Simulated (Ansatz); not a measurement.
**Gd: how the settings move a single-point run**

Question: which choices in the input matter for Gd?

Program: Ansatz 0.2.0. Level of theory: reference: DFT, PBE, PAW with Ansatz's default frozen-core files, scalar-relativistic. These are calculated values, not measurements.

**1. The starting structure**

The structure is cubic, space group Im-3m (No. 229). Conventional cell: a = 3.760 Å, b = 3.760 Å, c = 3.760 Å, α = 90.00°, β = 90.00°, γ = 90.00°. Gd (site symmetry m-3m) is surrounded by 8 Gd at 3.26 Å.

Coordinates:

```xyz
1
Lattice="-1.8798 1.8798 1.8798 1.8798 -1.8798 1.8798 1.8798 1.8798 -1.8798" Properties=species:S:1:pos:R:3 pbc="T T T"
Gd    0.0000    0.0000    0.0000
```

**2. Reference**

The input, input.yaml:

```yaml
crystal:
  lattice:
    - [-1.8798434776, 1.8798434776, 1.8798434776]
    - [1.8798434776, -1.8798434776, 1.8798434776]
    - [1.8798434776, 1.8798434776, -1.8798434776]
  atoms:
    - { symbol: Gd, position: [0.0, 0.0, 0.0] }
kpoints:
  mp_grid: { grid: [11, 11, 11] }
scf:
  occupations: { method: fermi_dirac, width: 0.03 }
hamiltonian:
  xc: pbe
  pseudopotentials: { kind: paw }
output:
  forces: true
  stress: true
  eigenvalues: true
```

The run is started by

```console
$ ansatz run input.yaml --threads 1 --pin off --max-ram 3072MiB --backend cpu --events-out ev --progress --plain --runs-dir out
```

**3. Changing settings: occupations.width 0.01, scf.algorithm direct_min**

input.yaml: that of step 2 with these lines changed.

```diff
@@ -10,3 +10,4 @@
 scf:
-  occupations: { method: fermi_dirac, width: 0.03 }
+  occupations: { method: fermi_dirac, width: 0.01 }
+  algorithm: direct_min
 hamiltonian:
```

What does the calculation give? Wanted: for each run, ending; energy change; pressure; gap; force.

As calculated:

| run | ending | energy change | pressure (GPa) | gap (eV) | force (eV/Å) | cycles | time |
| --- | --- | --- | --- | --- | --- | --- | --- |
| reference | converged | 0 | 0.3 | 0.00 | 0.00 | 9 | 2.7 s |
| 1: occupations.width 0.01, scf.algorithm direct_min | converged | -4.0 meV/atom (σ→0) | 0.0 | 0.00 | 0.00 | 4 | 3.4 s |

Residual by cycle in the longest SCF loop of each run; runs are numbered as in the table. The quantity is the density residual dr2, in eV.

| cycle | reference | run 1 |
| --- | --- | --- |
| 1 | 0.0023 | 0.00516 |
| 2 | 0.00256 | 1.7e-4 |
| 3 | 6.5e-4 | 3.9e-7 |
| 4 | 3.4e-4 | 2.5e-8 |
| 5 | 6.4e-5 | - |
| 6 | 2.5e-6 | - |
| 7 | 2.3e-7 | - |
| 8 | 1.7e-7 | - |
| 9 | 2.1e-8 | - |

What this shows: Changing the smearing and solver moves the energy by -4.0 meV/atom (σ→0 values). Cost: 4 SCF cycles against 9. The reference has no spin polarisation; with Gd present, a magnetic state may lie lower.

Real Gd is ferromagnetic; without spin these runs don't describe its ground state.
